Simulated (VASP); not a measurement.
Input of a VASP 6.6.1 run:

The input INCAR:

```
SYSTEM = SnO2
ALGO = Normal ; EDIFF = 1E-6
EDIFFG = -0.01 ; ENCUT = 600
IBRION = 2 ; ISIF = 3
ISMEAR = 0 ; LASPH = .TRUE.
LCHARG = .FALSE. ; LMIXTAU = .TRUE.
LREAL = .FALSE. ; LWAVE = .FALSE.
METAGGA = R2SCAN ; NELM = 60
NSW = 40 ; PREC = Accurate
SIGMA = 0.05
```

The input KPOINTS:

```
k-points
0
G
  5 5 6
  0 0 0
```

File POSCAR:

```
SnO2
1.0
    4.7380000000      0.0000000000      0.0000000000
    0.0000000000      4.7380000000      0.0000000000
    0.0000000000      0.0000000000      3.1865000000
Sn O
2 4
Direct
    0.5000000000      0.5000000000      0.5000000000
    0.0000000000      0.0000000000      0.0000000000
    0.8071000000      0.1929000000      0.5000000000
    0.6929000000      0.6929000000      0.0000000000
    0.1929000000      0.8071000000      0.5000000000
    0.3071000000      0.3071000000      0.0000000000
```

Potentials or basis: VASP PAW PBE potentials, release 64 (Sn_d, O).

Command:

```sh
$ cat potpaw_PBE.64/Sn_d/POTCAR potpaw_PBE.64/O/POTCAR > POTCAR
$ mpirun -np 1 vasp_std > vasp.out
```

Q: Estimate the band gap on the k mesh.

A: 1.74 eV, direct.

Q: Predict the space group after relaxing (to 0.05 Å).

A: P4_2/mnm (No. 136).

Stress tensor (GPa, compression positive):
```
 0.07  0.00  0.00
 0.00  0.07  0.00
 0.00  0.00 -0.06
```

Caveat: the PAW data sets were made with another functional, which shifts forces and pressure a little; spin-orbit coupling is left out, which moves the levels of the heavy elements. r2SCAN opens gaps a little over a GGA but as a rule still falls short of measured ones.
